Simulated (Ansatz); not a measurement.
System: rock-salt NaBr. Method: PBE (Ansatz, a program for electronic structure, plane waves, PAW).

A relaxed, unreconstructed slab of the (100) face has 8 atoms, two equal faces of 18.206 Å² each and an energy of -17090.7922 eV. A bulk cell of 4 atoms with the same orientation and in-plane k mesh has -8545.5301 eV. Energies are extrapolated to zero smearing.

Settings: plane-wave cutoff 500 eV, 6×6×1 k mesh (along the axes of the cell as run), gaussian smearing 0.02 eV, scalar-relativistic PAW data made under PBE.

Worked out: γ = (E_slab − N E_bulk per atom)/2A = [-17090.7922 − 8 × (-8545.5301/4)]/(2 × 18.206) = 0.0074 eV/Å². With 16.022 J/m² per eV/Å² this is 0.12 J/m², or 0.13 eV per surface cell and face.
